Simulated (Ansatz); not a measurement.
**Computed against measured: atomisation enthalpy at 298 K**

8 molecules with halogens; the atomisation enthalpy at 298 K in kJ/mol, computed less measured. Shapes, held fixed at every level: PBE0-D4/def2-TZVP. Flexible molecules stand in one conformer, not always the lowest. Thermal terms are harmonic and unscaled (PBE0-D4/def2-TZVP); the spin-orbit lowering of the free atoms is taken from their spectra. Programs: Ansatz 0.2.0. Measured values: Active Thermochemical Tables, CRC Handbook of Chemistry and Physics, NIST-JANAF tables.

Levels: A = SPW92/def2-TZVPP; B = wB97X-V/def2-TZVPP; C = B2PLYP/def2-TZVPP.

```csv
molecule,from tabulated heats,A,B,C
NF3 (nitrogen trifluoride),843,+443,+31,-16
CBr2Cl2 (dibromodichloromethane),1180,+340,-17,-60
CHF3 (SMILES FC(F)F),1869,+420,+4,-22
C2H3ClO (acetyl chloride),2700,+480,0,-28
"C2H3F3 (1,1,1-trifluoroethane)",3070,+596,+15,-29
C3H6Cl2 (SMILES ClCCCCl),3860,+585,0,-59
C3H7Br (2-bromopropane),3888,+539,-8,-49
C3H4F4O (SMILES OCC(F)(F)C(F)F),4651,+976,+25,-55
```

Question: Which level does best on this set, which worst, and which err to one side?

Answer: 
| level | kind | mean error | mean absolute error | worst case |
| --- | --- | --- | --- | --- |
| SPW92/def2-TZVPP | LDA | +547.4 | 547.4 | C3H4F4O |
| wB97X-V/def2-TZVPP | range-separated hybrid | +6.2 | 12.5 | NF3 |
| B2PLYP/def2-TZVPP | double hybrid | -39.8 | 39.8 | CBr2Cl2 |

On this set wB97X-V/def2-TZVPP has the smallest mean absolute error and SPW92/def2-TZVPP the largest. SPW92/def2-TZVPP is too high in 8 of 8; B2PLYP/def2-TZVPP is too low in 8 of 8. The heats of NF3, C2H3F3, C3H6Cl2, C3H7Br, C3H4F4O come from older tables and can be uncertain by 10 kJ/mol or more. The molecules' own spin-orbit binding is left out, so errors for heavy halides read too negative. For SPW92/def2-TZVPP the error grows with the size of the molecule. Relativity is left out for Br. Outer-core shells of Br are correlated, in sets that cover them unevenly. The set is small.

SPW92 overbinds severely because local exchange is too weak where the density varies strongly. This penalises the free atoms more than the molecules, so the error accumulates as bonds form. Size alone doesn't order it, however: NF3 exceeds the larger CBr2Cl2 and CHF3, and C2H3F3 slightly exceeds the larger C3H6Cl2 and C3H7Br. Bonds between electronegative, lone-pair-rich atoms probably add to the error, and in weakly bound NF3 it amounts to more than half the measured atomisation enthalpy.

The small mean error of wB97X-V partly reflects cancellation: all four fluorinated molecules lie above experiment, while the chlorides and bromides lie at or below it. This suggests a dependence on the halogen, though not a firmly established one. The uniform underbinding by B2PLYP is probably due in part to its perturbative correlation, which converges slowly with basis size, so the ranking doesn't show the functional's intrinsic limit. Nor does it carry over directly to reactions that conserve bond types, where much of the error in each level should cancel.
